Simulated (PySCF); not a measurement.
Spectra and structures to be paired. Computed, not measured: TDDFT PBE0/def2-SVPD, vertical, gas phase, core orbitals frozen in the response (PySCF 2.14.0, density-fitted response routines). Geometries: PBE0-D3(BJ)/def2-SVP; one conformer of each isolated species. Triplets are in the Tamm–Dancoff approximation. Relativistic effects are left out although some hold elements past zinc.

A. `C1COCO1` (C3H6O2)
B. `CC(F)=[Se]` (C2H3FSe)
C. `CCCN(C)C` (C5H13N)
D. `C1/C=C\C=C/C=C\C=1` (C8H8)
E. `OCCO` (C2H6O2)

Lowest singlet levels (six at most, fewer where fewer were computed) with oscillator strengths:

1. 464 nm (f 0.000); 235 nm (f 0.209); 205 nm (f 0.079); 201 nm (f 0.002); 197 nm (f 0.007); 172 nm (f 0.060); T1 2.25 eV
2. 178 nm (f 0.032); 164 nm (f 0.000); 160 nm (f 0.000); 159 nm (f 0.000); 152 nm (f 0.000); 150 nm (f 0.009); T1 6.78 eV
3. 177 nm (f 0.011); 173 nm (f 0.004); 158 nm (f 0.016); 155 nm (f 0.003); 148 nm (f 0.032); 144 nm (f 0.085); T1 6.80 eV
4. 358 nm (f 0.000); 240 nm (f 0.005 summed over 2 states); 203 nm (f 0.631 summed over 2 states); 203 nm (f 0.000); 200 nm (f 0.000); 191 nm (f 0.000); T1 2.56 eV
5. 215 nm (f 0.026); 197 nm (f 0.015); 193 nm (f 0.005); 178 nm (f 0.074); 174 nm (f 0.019); 170 nm (f 0.025); T1 5.57 eV

**Question.** Match each spectrum to its molecule.

**Answer.** 1 = B, 2 = A, 3 = E, 4 = D, 5 = C.
- A: S1 at 6.95 eV, HOMO→LUMO (96%); Löwdin shares by element: HOMO oxygen 56%, carbon 13% or more, hydrogen 8% or more (atoms not listed hold the other 22%); LUMO carbon 47%, hydrogen 9% or more (atoms not listed hold the other 44%); HOMO -7.43 and LUMO 0.72 eV.
- B: S1 at 2.67 eV, HOMO→LUMO (100%); Löwdin shares by element: HOMO selenium 79%, carbon 12% or more; LUMO carbon 45%, selenium 40%, fluorine 10%; HOMO -6.72 and LUMO -2.36 eV.
- C: S1 at 5.76 eV, HOMO→LUMO (92%); Löwdin shares by element: HOMO nitrogen 56%, carbon 23% or more (atoms not listed hold the other 20%); LUMO carbon 41% or more (atoms not listed hold the other 59%); HOMO -6.07 and LUMO 0.78 eV.
- D: S1 at 3.46 eV, HOMO→LUMO (100%); Löwdin shares by element: HOMO carbon 46% or more (atoms not listed hold the other 54%); LUMO carbon 45% or more (atoms not listed hold the other 55%); HOMO -6.18 and LUMO -1.46 eV; point group D2d, 4 of its 8 listed states under f = 0.0005.
- E: S1 at 7.01 eV, HOMO→LUMO (92%); Löwdin shares by element: HOMO oxygen 62% or more, carbon 22%, hydrogen 8% or more; LUMO oxygen 34% or more, hydrogen 27% or more, carbon 16% or more (atoms not listed hold the other 23%); HOMO -7.82 and LUMO 0.31 eV.
A and E have S1 within 0.07 eV of each other; their strongest listed levels stand at 6.95 eV (f 0.032) and 8.59 eV (f 0.085).
